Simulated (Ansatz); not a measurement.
**Ga: computed DOS**

```xyz
2
Lattice="1.4500 -4.0650 0.0000 1.4500 4.0650 0.0000 0.0000 0.0000 3.1700" Properties=species:S:1:pos:R:3 pbc="T T T"
Ga    1.4500   -2.9837    0.7925
Ga    1.4500    2.9837    2.3775
```

The cell is a measured one (Crystallography Open Database entry 9012485); the temperature and pressure of the measurement aren't taken into account, and nothing was relaxed.

Level of theory: DFT, PBE, all-electron LAPW, scalar-relativistic (Ansatz 0.2.0).

The runs use a Γ-centred 12×12×10 k mesh, Fermi–Dirac smearing of 0.08 eV, basis error target 1 meV/atom, no spin polarisation.

States per eV and cell, averaged over 0.4 eV, from -11.4 to 3.6 eV, with energies (bin centres) from the Fermi level; empty bins are left out. 

| E (eV) | total |
| --- | --- |
| -11.3 | 0.02 |
| -10.9 | 0.14 |
| -10.5 | 0.21 |
| -10.1 | 0.26 |
| -9.7 | 0.31 |
| -9.3 | 0.36 |
| -8.9 | 0.38 |
| -8.5 | 0.39 |
| -8.1 | 0.43 |
| -7.7 | 0.47 |
| -7.3 | 0.51 |
| -6.9 | 0.59 |
| -6.5 | 0.59 |
| -6.1 | 0.56 |
| -5.7 | 0.60 |
| -5.3 | 0.61 |
| -4.9 | 0.63 |
| -4.5 | 0.57 |
| -4.1 | 0.53 |
| -3.7 | 0.60 |
| -3.3 | 0.65 |
| -2.9 | 0.68 |
| -2.5 | 0.65 |
| -2.1 | 0.66 |
| -1.7 | 0.84 |
| -1.3 | 0.87 |
| -0.9 | 0.74 |
| -0.5 | 0.66 |
| -0.1 | 0.67 |
| 0.3 | 0.87 |
| 0.7 | 0.81 |
| 1.1 | 0.85 |
| 1.5 | 0.89 |
| 1.9 | 0.99 |
| 2.3 | 1.02 |
| 2.7 | 0.93 |
| 3.1 | 0.92 |
| 3.5 | 0.90 |
